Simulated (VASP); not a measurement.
# Cu3N (Pm-3m) in VASP: further runs, part 3 of 3

VASP 6.6.1. The steps go on from the part before.

## Step 6: Relaxation of cell and atoms, PBEsol

INCAR

```
  PREC = Accurate
  ENCUT = 600
  EDIFF = 1E-6
  ISMEAR = 1
  SIGMA = 0.1
  LREAL = F
  LASPH = T
  NELM = 80
  ALGO = Normal
  ISIF = 3
  LWAVE = F
  LCHARG = F
  GGA = PS
  IBRION = 2
  NSW = 90
  EDIFFG = -0.01
```

KPOINTS

```
regular mesh
0
Gamma
  10 10 10
```

POSCAR

```
Cu3N
1.0
    3.8070000000      0.0000000000      0.0000000000
    0.0000000000      3.8070000000      0.0000000000
    0.0000000000      0.0000000000      3.8070000000
Cu N
3 1
Direct
    0.5000000000      0.0000000000      0.0000000000
    0.0000000000      0.5000000000      0.0000000000
    0.0000000000      0.0000000000      0.5000000000
    0.0000000000      0.0000000000      0.0000000000
```

Potentials or basis: VASP PAW PBE potentials, release 64 (Cu, N).

On the command line:

```sh
> cat potpaw_PBE.64/Cu/POTCAR potpaw_PBE.64/N/POTCAR > POTCAR
> mpirun -np 1 vasp_std > vasp.out
```

OUTCAR:

```text
PREC = Accurate
   ENCUT = 600
   EDIFF = 1E-6
   ISMEAR = 1
   LREAL = F
   LASPH = T
   NELM = 80
   ISIF = 3
   GGA = PS
   IBRION = 2
   NSW = 90
   EDIFFG = -0.01

 ion  position               nearest neighbor table
   1  0.500  0.000  0.000-   4 1.90   4 1.90   2 2.69   3 2.69   2 2.69   2 2.69   3 2.69   3 2.69
                             3 2.69   2 2.69
   2  0.000  0.500  0.000-   4 1.90   4 1.90   1 2.69   3 2.69   1 2.69   3 2.69   3 2.69   3 2.69
                             1 2.69   1 2.69
   3  0.000  0.000  0.500-   4 1.90   4 1.90   1 2.69   1 2.69   2 2.69   2 2.69   2 2.69   2 2.69
                             1 2.69   1 2.69
   4  0.000  0.000  0.000-   1 1.90   2 1.90   3 1.90   3 1.90   2 1.90   1 1.90

  LATTYP: Found a simple cubic cell.
 ALAT       =     3.8070000000

  Lattice vectors:

 A1 = (   3.8070000000,   0.0000000000,   0.0000000000)
 A2 = (   0.0000000000,   3.8070000000,   0.0000000000)
 A3 = (   0.0000000000,   0.0000000000,   3.8070000000)

Analysis of symmetry for initial positions (statically):
=====================================================================
 Subroutine PRICEL returns:
 Original cell was already a primitive cell.

 Routine SETGRP: Setting up the symmetry group for a
 simple cubic supercell.

 Subroutine GETGRP returns: Found 48 space group operations
 (whereof 48 operations were pure point group operations)
 out of a pool of 48 trial point group operations.

The static configuration has the point symmetry O_h .

Analysis of symmetry for dynamics (positions and initial velocities):
=====================================================================
 Subroutine PRICEL returns:
 Original cell was already a primitive cell.

 Routine SETGRP: Setting up the symmetry group for a
 simple cubic supercell.

 Subroutine GETGRP returns: Found 48 space group operations
 (whereof 48 operations were pure point group operations)
 out of a pool of 48 trial point group operations.

The dynamic configuration has the point symmetry O_h .

 Subroutine INISYM returns: Found 48 space group operations
 (whereof 48 operations are pure point group operations),
 and found     1 'primitive' translations

----------------------------------------------------------------------------------------

                                     Primitive cell

  volume of cell :      55.1758

  direct lattice vectors                    reciprocal lattice vectors
     3.807000000  0.000000000  0.000000000     0.262674022  0.000000000  0.000000000
     0.000000000  3.807000000  0.000000000     0.000000000  0.262674022  0.000000000
     0.000000000  0.000000000  3.807000000     0.000000000  0.000000000  0.262674022

  length of vectors
     3.807000000  3.807000000  3.807000000     0.262674022  0.262674022  0.262674022

  position of ions in fractional coordinates (direct lattice)
     0.500000000  0.000000000  0.000000000
     0.000000000  0.500000000  0.000000000
     0.000000000  0.000000000  0.500000000
     0.000000000  0.000000000  0.000000000

  ion indices of the primitive-cell ions
   primitive index   ion index
[... 33 lines left out ...]
  0.000000  0.000000  0.000000      1.000000
  0.100000  0.000000  0.000000      6.000000
  0.200000  0.000000  0.000000      6.000000
  0.300000  0.000000  0.000000      6.000000
  0.400000  0.000000  0.000000      6.000000
  0.500000  0.000000  0.000000      3.000000
[... 16 lines left out ...]
  0.200000  0.100000  0.100000     24.000000
  0.300000  0.100000  0.100000     24.000000
 [... further k-points ...]
   k-points           NKPTS =     56   k-points in BZ     NKDIM =     56   number of bands    NBANDS=     23
   number of dos      NEDOS =    301   number of ions     NIONS =      4
   total plane-waves  NPLWV =  27000
   dimension x,y,z NGX =    30 NGY =   30 NGZ =   30
   dimension x,y,z NGXF=    60 NGYF=   60 NGZF=   60
   ions per type =               3   1
   NGX,Y,Z   is equivalent  to a cutoff of  13.10, 13.10, 13.10 a.u.
   NGXF,Y,Z  is equivalent  to a cutoff of  26.20, 26.20, 26.20 a.u.
 SYSTEM =  unknown system
   PREC   = accura    normal or accurate (medium, high low for compatibility)
   ISTART =      0    job   : 0-new  1-cont  2-samecut
   ICHARG =      2    charge: 1-file 2-atom 10-const
   ISPIN  =      1    spin polarized calculation?
   LNONCOLLINEAR =      F non collinear calculations
   LSORBIT =      F    spin-orbit coupling
   LASPH  =      T    aspherical Exc in radial PAW
   ENCUT  =  600.0 eV  44.10 Ry    6.64 a.u.   7.60  7.60  7.60*2*pi/ulx,y,z
   NELM   =     80;   NELMIN=  2; NELMDL= -5     # of ELM steps
   EDIFF  = 0.1E-05   stopping-criterion for ELM
   LREAL  =      F    real-space projection
   EDIFFG = -.1E-01   stopping-criterion for IOM
   NSW    =     90    number of steps for IOM
   IBRION =      2    ionic relax: 0-MD 1-quasi-New 2-CG
   NFREE  =      1    steps in history (QN), initial steepest desc. (CG)
   ISIF   =      3    stress and relaxation
   ISYM   =      2    0-nonsym 1-usesym 2-fastsym
   POTIM  = 0.5000    time-step for ionic-motion
   TEBEG  =    0.0;   TEEND  =   0.0 temperature during run
   PSTRESS=    0.0 pullay stress
   NELECT =      38.0000    total number of electrons
   NUPDOWN=      -1.0000    fix difference up-down
   EMIN   =  10.00;   EMAX   =-10.00  energy-range for DOS
   EFERMI =   0.00;   METHOD = LEGACY
   ISMEAR =     1;   SIGMA  =   0.10  broadening in eV -4-tet -1-fermi 0-gaus
   EFERMI_NEDOS =   21; number of points for ismear=-14 and -15
   IALGO  =     38    algorithm
   IMIX   =      4    mixing-type and parameters
     AMIX     =   0.40;   BMIX     =  1.00
     AMIX_MAG =   1.60;   BMIX_MAG =  1.00
  volume/ion in A,a.u.               =      13.79        93.09
  Fermi-wavevector in a.u.,A,eV,Ry     =   1.445728  2.732029 28.437924  2.090128
  Thomas-Fermi vector in A             =   2.563877
   LORBIT       =      0    0 simple, 1 ext, 2 COOP (PROOUT), +10 PAW based schemes
   GGA     = PS    functional components
   LHFCALC =     F    Hartree Fock is set to
   AEXX    =    0.0000 exact exchange contribution
   IVDW    =     0    specifies the selected vdW correction
   LEPSILON=     F    determine dielectric tensor
   LRPA    =     F    only Hartree local field effects (RPA)
 conjugate gradient relaxation of ions
 non-spin polarized calculation
 Methfessel and Paxton  Order N= 1 SIGMA  =   0.10
  energy-cutoff  :      600.00
  volume of cell :       55.18
 maximum number of plane-waves:      1863
   NGX = 15   NGY = 15   NGZ = 15

--------------------------------------- Ionic step        1  -------------------------------------------

 number of electron      37.9999955 magnetization

 Free energy of the ion-electron system (eV)
  ---------------------------------------------------
  ext. energy  EPLUGINS =         0.00000000
  ---------------------------------------------------
  free energy    TOTEN  =       -20.42418471 eV

  energy without entropy =      -20.42450111  energy(sigma->0) =      -20.42429018

------------------------ aborting loop because EDIFF is reached ----------------------------------------

  FORCE on cell =-STRESS in cart. coord.  units (eV):
  Direction    XX          YY          ZZ          XY          YZ          ZX
  --------------------------------------------------------------------------------------
  -------------------------------------------------------------------------------------
  Total       -1.2017243     -1.2017243     -1.2017243     -0.0000000      0.0000000     -0.0000000
  in kB      -34.8952892    -34.8952892    -34.8952892     -0.0000000      0.0000000     -0.0000000
  external PRESSURE =     -34.8952892 kB  Pullay stress =       0.0000000 kB
[... 63 lines left out ...]
--------------------------------------- Ionic step        3  -------------------------------------------

 number of electron      38.0000025 magnetization

 Free energy of the ion-electron system (eV)
  ---------------------------------------------------
  ext. energy  EPLUGINS =         0.00000000
  ---------------------------------------------------
  free energy    TOTEN  =       -20.44197048 eV

  energy without entropy =      -20.44200797  energy(sigma->0) =      -20.44198298

 E-fermi :   5.1574     XC(G=0): -11.1786

 val. band max:        5.1348137765   @ k =   0.5000   0.5000   0.5000
 cond. band min:       5.1857909080   @ k =   0.5000   0.5000   0.0000
 fundamental gap:      0.0509771315
 Fermi energy:         5.1574457201

 k-point     1 :       0.0000    0.0000    0.0000
  band No.  band energies     occupation
      1     -12.0004      2.00000
      2      -0.3676      2.00000
      3       0.1174      2.00000
      4       0.1174      2.00000
      5       0.1174      2.00000
      6       1.0560      2.00000
[... 613 lines left out ...]
     22      10.1917      0.00000
     23      11.6137      0.00000

 [... further k-points ...]
[... 5 lines left out ...]
  --------------------------------------------------------------------------------------
  -------------------------------------------------------------------------------------
  Total        0.0035627      0.0035627      0.0035627      0.0000000      0.0000000     -0.0000000
  in kB        0.1064872      0.1064872      0.1064872      0.0000000      0.0000000     -0.0000000
  external PRESSURE =       0.1064872 kB  Pullay stress =       0.0000000 kB
[... 19 lines left out ...]
  FREE ENERGIE OF THE ION-ELECTRON SYSTEM (eV)
  ---------------------------------------------------
  free  energy   TOTEN  =       -20.4419704798 eV

  energy  without entropy=      -20.4420079741  energy(sigma->0) =      -20.44198298

 reached required accuracy - stopping structural energy minimisation
```

Wall time 78 s (1 thread of Intel Xeon 6975P-C (Granite Rapids), shared host); peak memory 0.22 GiB.

What came out:

| Quantity | Value |
| --- | --- |
| Free energy | -20.4420 eV |
| Relaxed volume | 13.40 Å³/atom |
| Relaxed cell | a = 3.771 Å, b = 3.771 Å, c = 3.771 Å, α = 90.00°, β = 90.00°, γ = 90.00° |
| Space group after relaxing (to 0.05 Å) | Pm-3m (No. 221) |
| Energy gained by relaxing | 4.4 meV/atom |
| Ionic steps | 3 |
| Pressure after relaxing | 0.0 GPa |
| Band gap on the k mesh | 0.05 eV, indirect (least direct gap 0.59 eV) |

The path:
| step | energy change (eV) | largest force (eV/Å) | pressure (GPa) | volume (Å³) |
| --- | --- | --- | --- | --- |
| 1 | 0.0000 | 0.0000 | -3.49 | 55.18 |
| 2 | -0.0127 | 0.0000 | 1.98 | 52.81 |
| 3 | -0.0178 | 0.0000 | 0.01 | 53.60 |

Final structure:
```
Cu N
1.0
     3.77050    0.00000    0.00000
     0.00000    3.77050    0.00000
     0.00000    0.00000    3.77050
Cu N
3 1
Direct
  0.50000 0.00000 0.00000
  0.00000 0.50000 0.00000
  0.00000 0.00000 0.50000
  0.00000 0.00000 0.00000
```

Levels at points of the mesh, in eV from the valence-band top:
| k point | band 15 | band 16 | band 17 | band 18 | band 19 | band 20 | band 21 | band 22 | band 23 |
| --- | --- | --- | --- | --- | --- | --- | --- | --- | --- |
| (0.00, 0.00, 0.00) | -2.46 | -1.91 | -1.91 | -1.91 | -1.86 | 1.08 | 5.39 | 5.39 | 6.62 |
| (0.50, 0.00, 0.00) | -2.45 | -2.28 | -1.91 | -1.48 | -1.48 | 1.65 | 3.34 | 6.95 | 7.23 |
| (0.50, 0.50, 0.00) | -2.53 | -2.23 | -1.12 | -1.12 | -0.73 | 0.05 | 3.67 | 4.89 | 4.89 |
| (0.50, 0.50, 0.50) | -1.95 | -1.95 | 0.00 | 0.00 | 0.00 | 0.65 | 0.65 | 0.65 | 6.06 |

Caveat: the PAW data sets were made with another functional, which shifts forces and pressure a little.
